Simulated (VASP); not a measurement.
# BeTe (F-43m) in VASP: band structure with HSE06

Aim: the band structure of BeTe with HSE06.

Everything below comes from runs of VASP 6.6.1. Logs are shortened: lines on timing, memory, paths and dates and some standing lists are left out, and cuts for length are marked.

## (1) Starting point

It takes space group F-43m (No. 216, cubic). The conventional cell has a = 5.540 Å, b = 5.540 Å, c = 5.540 Å, α = 90.00°, β = 90.00°, γ = 90.00°. Be (site symmetry -43m) is surrounded by 4 Te at 2.40 Å. Around Te (site symmetry -43m) lie 4 Be at 2.40 Å.

## (2) Band structure, HSE06

POSCAR reads:

```
BeTe
1.0
    0.0000000000      2.7700000000      2.7700000000
    2.7700000000      0.0000000000      2.7700000000
    2.7700000000      2.7700000000      0.0000000000
Be Te
1 1
Direct
    0.0000000000      0.0000000000      0.0000000000
    0.2500000000      0.2500000000      0.2500000000
```

INCAR.step1 reads:

```
SYSTEM = BeTe
PREC = Accurate
ENCUT = 520
EDIFF = 1E-5
ISMEAR = 0
SIGMA = 0.02
LREAL = .FALSE.
LASPH = .TRUE.
NELM = 60
ALGO = Normal
ISIF = 2
LWAVE = .TRUE.
LCHARG = .FALSE.
NBANDS = 11
GGA = PE
```

INCAR.step2 reads:

```
SYSTEM = BeTe
PREC = Accurate
ENCUT = 520
EDIFF = 1E-6
ISMEAR = 0
SIGMA = 0.02
LREAL = .FALSE.
LASPH = .TRUE.
NELM = 60
ALGO = Normal
ISIF = 2
LWAVE = .FALSE.
LCHARG = .FALSE.
GGA = PE
LHFCALC = .TRUE.
HFSCREEN = 0.2
PRECFOCK = Fast
NBANDS = 11
ISTART = 1
```

KPOINTS reads:

```
Automatic mesh
0
G
  6 6 6
  0 0 0
```

KPOINTS_OPT reads:

```
path GXWKGLUWLK,UX
12
line-mode
reciprocal
 0.0000000000  0.0000000000  0.0000000000  G
 0.5000000000  0.0000000000  0.5000000000  X

 0.5000000000  0.0000000000  0.5000000000  X
 0.5000000000  0.2500000000  0.7500000000  W

 0.5000000000  0.2500000000  0.7500000000  W
 0.3750000000  0.3750000000  0.7500000000  K

 0.3750000000  0.3750000000  0.7500000000  K
 0.0000000000  0.0000000000  0.0000000000  G

 0.0000000000  0.0000000000  0.0000000000  G
 0.5000000000  0.5000000000  0.5000000000  L

 0.5000000000  0.5000000000  0.5000000000  L
 0.6250000000  0.2500000000  0.6250000000  U

 0.6250000000  0.2500000000  0.6250000000  U
 0.5000000000  0.2500000000  0.7500000000  W

 0.5000000000  0.2500000000  0.7500000000  W
 0.5000000000  0.5000000000  0.5000000000  L

 0.5000000000  0.5000000000  0.5000000000  L
 0.3750000000  0.3750000000  0.7500000000  K

 0.6250000000  0.2500000000  0.6250000000  U
 0.5000000000  0.0000000000  0.5000000000  X
```

Potentials or basis: VASP PAW PBE potentials, release 64 (Be, Te).

The run is started by

```bash
$ cat potpaw_PBE.64/Be/POTCAR potpaw_PBE.64/Te/POTCAR > POTCAR
$ cp INCAR.step1 INCAR
$ mpirun -np 1 vasp_std > vasp.out
$ cp INCAR.step2 INCAR
$ mpirun -np 1 vasp_std > vasp.out
```

OUTCAR:

```text
SYSTEM = BeTe
   PREC = Accurate
   ENCUT = 520
   EDIFF = 1E-6
   ISMEAR = 0
   LREAL = .FALSE.
   LASPH = .TRUE.
   NELM = 60
   ISIF = 2
   GGA = PE
   LHFCALC = .TRUE.
   HFSCREEN = 0.2
   PRECFOCK = Fast
   ISTART = 1

 ion  position               nearest neighbor table
   1  0.000  0.000  0.000-   2 2.40   2 2.40   2 2.40   2 2.40
   2  0.250  0.250  0.250-   1 2.40   1 2.40   1 2.40   1 2.40

  LATTYP: Found a face centered cubic cell.
 ALAT       =     5.5400000000

  Lattice vectors:

 A1 = (   0.0000000000,   2.7700000000,   2.7700000000)
 A2 = (   2.7700000000,   0.0000000000,   2.7700000000)
 A3 = (   2.7700000000,   2.7700000000,   0.0000000000)

Analysis of symmetry for initial positions (statically):
=====================================================================
 Subroutine PRICEL returns:
 Original cell was already a primitive cell.

 Routine SETGRP: Setting up the symmetry group for a
 face centered cubic supercell.

 Subroutine GETGRP returns: Found 24 space group operations
 (whereof 24 operations were pure point group operations)
 out of a pool of 48 trial point group operations.

The static configuration has the point symmetry T_d .

Analysis of symmetry for dynamics (positions and initial velocities):
=====================================================================
 Subroutine PRICEL returns:
 Original cell was already a primitive cell.

 Routine SETGRP: Setting up the symmetry group for a
 face centered cubic supercell.

 Subroutine GETGRP returns: Found 24 space group operations
 (whereof 24 operations were pure point group operations)
 out of a pool of 48 trial point group operations.

The dynamic configuration has the point symmetry T_d .

 Subroutine INISYM returns: Found 24 space group operations
 (whereof 24 operations are pure point group operations),
 and found     1 'primitive' translations

----------------------------------------------------------------------------------------

                                     Primitive cell

  volume of cell :      42.5079

  direct lattice vectors                    reciprocal lattice vectors
     0.000000000  2.770000000  2.770000000    -0.180505415  0.180505415  0.180505415
     2.770000000  0.000000000  2.770000000     0.180505415 -0.180505415  0.180505415
     2.770000000  2.770000000  0.000000000     0.180505415  0.180505415 -0.180505415

  length of vectors
     3.917371568  3.917371568  3.917371568     0.312644550  0.312644550  0.312644550
[... 89 lines left out ...]
   IALGO  =     38    algorithm
   IMIX   =      1    mixing-type and parameters
     AMIX     =   0.40;   BMIX     =  1.00
     AMIX_MAG =   1.60;   BMIX_MAG =  1.00
  volume/ion in A,a.u.               =      21.25       143.43
  Fermi-wavevector in a.u.,A,eV,Ry     =   0.938170  1.772885 11.975354  0.880164
  Thomas-Fermi vector in A             =   2.065355
   LORBIT       =      0    0 simple, 1 ext, 2 COOP (PROOUT), +10 PAW based schemes
   GGA     = PE    functional components
   LHFCALC =     T    Hartree Fock is set to
   PRECFOCK=fast      Normal, Fast or Accurate (Low or Medium for compatibility)
   ENCUT4O =  -1.0   cutoff for four orbital integrals eV
   NKREDX  =     1    reduce k-point grid by
   NKREDY  =     1    reduce k-point grid by
   NKREDZ  =     1    reduce k-point grid by
   AEXX    =    0.2500 exact exchange contribution
   HFSCREEN=    0.2000 screening length (either q_TF or 0.3 A-1)
   HFSCREENC=   0.2000 screening length for correlation (either q_TF or 0.3 A-1)
   ENCUTFOCK=  -1.0 apply spherical cutoff to Coloumb kernel
   IVDW    =     0    specifies the selected vdW correction
   LEPSILON=     F    determine dielectric tensor
   LRPA    =     F    only Hartree local field effects (RPA)
 non-spin polarized calculation
 Gauss-broadening in eV      SIGMA  =   0.02
  energy-cutoff  :      520.00
  volume of cell :       42.51
 maximum number of plane-waves:      1167
 NGX is ok and might be reduce to    30
  NGX = 18; NGY = 18; NGZ = 18

 number of electron       8.0000000 magnetization

 Free energy of the ion-electron system (eV)
  ---------------------------------------------------
  ext. energy  EPLUGINS =         0.00000000
  ---------------------------------------------------
  free energy    TOTEN  =        -8.75316527 eV

  energy without entropy =       -8.75316527  energy(sigma->0) =       -8.75316527

 E-fermi :   5.3283     XC(G=0):  -7.7098

 val. band max:        5.1802112378   @ k =   0.0000   0.0000   0.0000
 cond. band min:       7.7008855713   @ k =   0.5000   0.5000   0.0000
 fundamental gap:      2.5206743335
 Fermi energy:         5.3282767532

 k-point     1 :       0.0000    0.0000    0.0000
  band No.  band energies     occupation
      1      -8.6429      2.00000
      2       5.1802      2.00000
      3       5.1802      2.00000
      4       5.1802      2.00000
      5       9.6204      0.00000
      6       9.6204      0.00000
      7       9.6204      0.00000
      8      10.1627      0.00000
      9      14.6558      0.00000
     10      16.5998      0.00000
     11      16.5998      0.00000
[... 197 lines left out ...]
 k-point    16 :      -0.3333    0.5000    0.1667
  band No.  band energies     occupation
      1      -6.3365      2.00000
      2      -0.3865      2.00000
      3       1.2334      2.00000
      4       1.5912      2.00000
      5       9.6506      0.00000
      6      10.2880      0.00000
      7      13.7838      0.00000
      8      14.1293      0.00000
      9      17.6918      0.00000
     10      18.6910      0.00000
     11      19.5685      0.00000

------------------------ aborting loop because EDIFF is reached ----------------------------------------

  FORCE on cell =-STRESS in cart. coord.  units (eV):
  Direction    XX          YY          ZZ          XY          YZ          ZX
  --------------------------------------------------------------------------------------
  -------------------------------------------------------------------------------------
  Total        0.8324284      0.8324284      0.8324284      0.0000000     -0.0000000      0.0000000
  in kB       31.3753188     31.3753188     31.3753188      0.0000000     -0.0000000      0.0000000
  external PRESSURE =      31.3753188 kB  Pullay stress =       0.0000000 kB

 VOLUME and BASIS-vectors are now :
 -----------------------------------------------------------------------------
  energy-cutoff  :      520.00
  volume of cell :       42.51
      direct lattice vectors                 reciprocal lattice vectors
     0.000000000  2.770000000  2.770000000    -0.180505415  0.180505415  0.180505415
     2.770000000  0.000000000  2.770000000     0.180505415 -0.180505415  0.180505415
     2.770000000  2.770000000  0.000000000     0.180505415  0.180505415 -0.180505415

 POSITION                                       TOTAL-FORCE (eV/Angst)
 -----------------------------------------------------------------------------------
      0.00000      0.00000      0.00000        -0.000000     -0.000000     -0.000000
      1.38500      1.38500      1.38500         0.000000      0.000000      0.000000
 -----------------------------------------------------------------------------------
    total drift:                               -0.000000      0.000000      0.000000

  FREE ENERGIE OF THE ION-ELECTRON SYSTEM (eV)
  ---------------------------------------------------
  free  energy   TOTEN  =        -8.7531652713 eV

  energy  without entropy=       -8.7531652713  energy(sigma->0) =       -8.75316527
```

Run time: 23 min. Hardware: 1 thread of Intel Xeon 6975P-C (Granite Rapids), shared host; peak memory 0.35 GiB.

Results:

```yaml
Free_energy: -8.7532 eV
Pressure: 3.1 GPa
Band_gap_on_the_k_mesh: 2.52 eV, indirect (least direct gap 4.44 eV)
Band_gap_along_the_path: 2.52 eV, indirect (least direct gap 4.44 eV)
```

Levels at the corners of the path, in eV from the valence-band top:
```csv
point,band 1,band 2,band 3,band 4,band 5,band 6,band 7,band 8,band 9
Γ,-13.82,0.00,0.00,0.00,4.44,4.44,4.44,4.98,9.48
X,-11.55,-5.96,-3.09,-3.09,2.52,3.32,11.43,11.43,13.20
X,-11.55,-5.96,-3.09,-3.09,2.52,3.32,11.43,11.43,13.20
W,-11.50,-5.33,-4.31,-3.73,6.13,6.44,6.68,7.43,12.49
W,-11.50,-5.33,-4.31,-3.73,6.13,6.44,6.68,7.43,12.49
K,-11.58,-5.54,-4.52,-2.61,3.35,6.22,9.28,9.67,10.45
K,-11.58,-5.54,-4.52,-2.61,3.35,6.22,9.28,9.67,10.45
Γ,-13.82,0.00,0.00,0.00,4.44,4.44,4.44,4.98,9.48
Γ,-13.82,0.00,0.00,0.00,4.44,4.44,4.44,4.98,9.48
L,-12.17,-6.47,-1.32,-1.32,3.98,5.46,5.46,8.84,12.38
L,-12.17,-6.47,-1.32,-1.32,3.98,5.46,5.46,8.84,12.38
U,-11.58,-5.54,-4.52,-2.61,3.35,6.22,9.28,9.67,10.45
U,-11.58,-5.54,-4.52,-2.61,3.35,6.22,9.28,9.67,10.45
W,-11.50,-5.33,-4.31,-3.73,6.13,6.44,6.68,7.43,12.49
W,-11.50,-5.33,-4.31,-3.73,6.13,6.44,6.68,7.43,12.49
L,-12.17,-6.47,-1.32,-1.32,3.98,5.46,5.46,8.84,12.38
L,-12.17,-6.47,-1.32,-1.32,3.98,5.46,5.46,8.84,12.38
K,-11.58,-5.54,-4.52,-2.61,3.35,6.22,9.28,9.67,10.45
U,-11.58,-5.54,-4.52,-2.61,3.35,6.22,9.28,9.67,10.45
X,-11.55,-5.96,-3.09,-3.09,2.52,3.32,11.43,11.43,13.20
```

Caveat: the PAW data sets were made with another functional, which shifts forces and pressure a little; spin-orbit coupling is left out, which moves the levels of the heavy elements.
